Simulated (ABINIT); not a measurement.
Crystal: BeS.

```
S Be
1.0
     0.00000    2.42500    2.42500
     2.42500    0.00000    2.42500
     2.42500    2.42500    0.00000
S Be
1 1
Direct
  0.75000 0.75000 0.75000
  0.00000 0.00000 0.00000
```

Base run:

```yaml
Program: ABINIT 10.8.3 (patched build)
Functional: AM05
Potentials_or_basis: JTH PAW PBE v2.0
Cutoff: 653 eV
k_mesh: 9 × 9 × 9
Occupations: fermi-dirac, width 0.05 eV
Spin: no spin polarisation
```

Its results: band gap on the k mesh 3.09 eV, indirect (least direct gap 5.58 eV); pressure -0.6 GPa.

Question: After a change of settings the same cell gave: band gap on the k mesh 3.47 eV, indirect (least direct gap 5.76 eV); pressure 4.6 GPa. Which change was it?
A. functional from AM05 to LDA
B. functional from AM05 to BLYP
C. functional from AM05 to PBE
D. functional from AM05 to RPBE

Answer: B.

BLYP binds less tightly than AM05, so the same cell stands under more pressure.

Caveats: the PAW data sets were made with another functional, which shifts forces and pressure a little; an odd mesh through Γ misses points on the zone boundary, where band edges often lie.
